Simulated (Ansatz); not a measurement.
**Rhodium, diamond under revPBE: structure, energy and stiffness**

What does revPBE give for rhodium in the diamond structure? We relax it, solve it on a dense k-mesh, then scale the cell to 7 volumes from 88 to 112 % of the relaxed one and try a fit of the equation of state. Spin polarisation is left out. The k-meshes are 10×10×10 for the relaxation; 16×16×16 for the dense run; 11×11×11 for the volumes.

This is Rh in the diamond structure; at room conditions it is fcc.

Program: Ansatz 0.2.0. Level of theory: DFT revPBE, plane waves (420 eV) with PAW, scalar-relativistic; the PAW data stem from PBE, with regenerated cores. These are calculated values, not measurements.

### Step 1. The starting structure

Symmetry: Fd-3m, No. 227, cubic system. Conventional cell: a = 5.296 Å, b = 5.296 Å, c = 5.296 Å, α = 90.00°, β = 90.00°, γ = 90.00°. Rh (site symmetry -43m) is surrounded by 4 Rh at 2.29 Å.

Coordinates:

```xyz
2
Lattice="0.0000 2.6479 2.6479 2.6479 0.0000 2.6479 2.6479 2.6479 0.0000" Properties=species:S:1:pos:R:3 pbc="T T T"
Rh    0.6620    0.6620    0.6620
Rh    4.6338    4.6338    4.6338
```

### Step 2. Relaxing cell and atoms

input.yaml reads:

```yaml
crystal:
  lattice:
    - [0.0, 2.647863974, 2.647863974]
    - [2.647863974, 0.0, 2.647863974]
    - [2.647863974, 2.647863974, 0.0]
  atoms:
    - { symbol: Rh, position: [0.125, 0.125, 0.125] }
    - { symbol: Rh, position: [0.875, 0.875, 0.875] }
hamiltonian:
  xc: revpbe
  pseudopotentials:
    kind: paw
    azcp:
      Rh: "pseudopotentials/Rh.paw.azcp"
basis:
  ecutwfc: 420
  fft_grid_basis: typed
kpoints:
  mp_grid: { grid: [10, 10, 10], shift: [0, 0, 0] }
magnetization:
  spin_polarized: false
scf:
  occupations: { method: fermi_dirac, width: 0.1 }
relax:
  max_steps: 60
  f_tol: 0.01
  cell: {}
output:
  write_density: true
  write_potential: true
  elf: true
  volumetric_format: npy
```

Command:

```sh
$ ansatz run input.yaml --threads 2 --pin off --max-ram 5120MiB --backend cpu --events-out ev --progress --plain --runs-dir out
```

After this run come: Dense single point; The cell scaled to 88 % of its volume; The cell scaled to 92 % of its volume; The cell scaled to 96 % of its volume; The cell scaled to 100 % of its volume; The cell scaled to 104 % of its volume; The cell scaled to 108 % of its volume; The cell scaled to 112 % of its volume.

What does the calculation give? Wanted: space group; conventional cell; volume; shortest distance; gap on the mesh; relative to fcc; V₀, B₀, B₀′.

The runs gave:

| quantity | value |
| --- | --- |
| space group (spins left aside) | Fd-3m (No. 227) |
| conventional cell | a = 5.549 Å |
| volume | 21.357 Å³/atom |
| shortest distance | 2.403 Å |
| gap on the mesh | none (levels filled in part) |
| relative to fcc | +1054 meV/atom |
| V₀, B₀, B₀′ | 21.270 Å³/atom, 120 GPa, 5.3 |

In words: The relaxation enlarged the cell by 15.0 % in volume. It lies 1054 meV/atom above the element's reference form at the same level (fcc, from a run of its own). Levels at the Fermi energy are filled in part, as in a metal. The fitted modulus is 120 GPa. Relaxation kept the symmetry; phonons were not checked.
